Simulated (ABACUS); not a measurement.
Ag:

```
CELL_PARAMETERS angstrom
0.00000 2.04275 2.04275
2.04275 0.00000 2.04275
2.04275 2.04275 0.00000
ATOMIC_POSITIONS crystal
Ag 0.00000 0.00000 0.00000
```

Base run:

- Program: ABACUS 3.10.1
- Functional: revPBE
- Potentials or basis: SPMS ONCV 1.0 PBE
- Cutoff: 1116 eV
- Density cutoff: 4463 eV
- Basis: plane waves
- k mesh: 9 × 9 × 9
- Occupations: fermi-dirac, width 0.05 eV
- Spin: no spin polarisation

Its results: band gap on the k mesh none (metal or under the smearing width); pressure 8.1 GPa.

After a change of settings the same cell gave: band gap on the k mesh none (metal or under the smearing width); pressure 11.9 GPa. Which change was it?
A. functional from revPBE to PW91; potentials or basis from SPMS ONCV 1.0 PBE to SSSP 1.3 efficiency PBE; cutoff from 1116 eV to 748 eV; density cutoff from 4463 eV to 5987 eV
B. functional from revPBE to B86bPBE; potentials or basis from SPMS ONCV 1.0 PBE to PseudoDojo NC SR 0.5 PBE standard
C. functional from revPBE to AM05; potentials or basis from SPMS ONCV 1.0 PBE to Ansatz NC PBE; cutoff from 1116 eV to 966 eV; density cutoff from 4463 eV to 3864 eV
D. functional from revPBE to BLYP; potentials or basis from SPMS ONCV 1.0 PBE to PseudoDojo NC SR 0.5 PBE stringent

D.

Caveats: the potentials were made for another functional, which shifts forces and pressure.

Not every run made on this cell is shown here.
